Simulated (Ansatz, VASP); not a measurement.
**HfB3: VASP beside Ansatz**

```xyz
4
Lattice="3.9956 0.0000 0.0000 -1.9978 3.4603 0.0000 0.0000 0.0000 4.6226" Properties=species:S:1:pos:R:3 pbc="T T T"
Hf    0.0000    0.0000    2.3113
B     0.0000    2.3069    2.3113
B     1.9978    1.1534    2.3113
B     0.0000    0.0000    0.0000
```

Alike in both runs: functional PBE; k mesh 12 × 12 × 10; occupations gaussian, width 0.1 eV; no spin polarisation.

Ansatz relaxed the structure, and its values are those at the end. VASP's run is a single point on that final structure, the one shown.

```csv
,VASP,Ansatz
version,VASP 6.6.1,Ansatz 0.2.0
potentials or method,"VASP PAW PBE potentials, release 64 (Hf_pv, B)","scalar-relativistic, plane waves, PAW"
plane-wave cutoff (eV),520,420
valence electrons in the cell,19,35
```

VASP gave:

* gap on the k mesh at the Fermi level (eV): none
* pressure (GPa): 0.6

**Question.** What did Ansatz give for the same quantities?

**Answer.** gap on the k mesh at the Fermi level (eV): none; pressure (GPa): 0.0.

A gap of «none» marks a metal or a gap that the smearing closes. With one functional, cell and mesh, what is left measures potentials, basis and numerics. The two sets of potentials don't hold the same shells in valence.

The runs have no spin-orbit coupling, so splittings on Hf are missing.
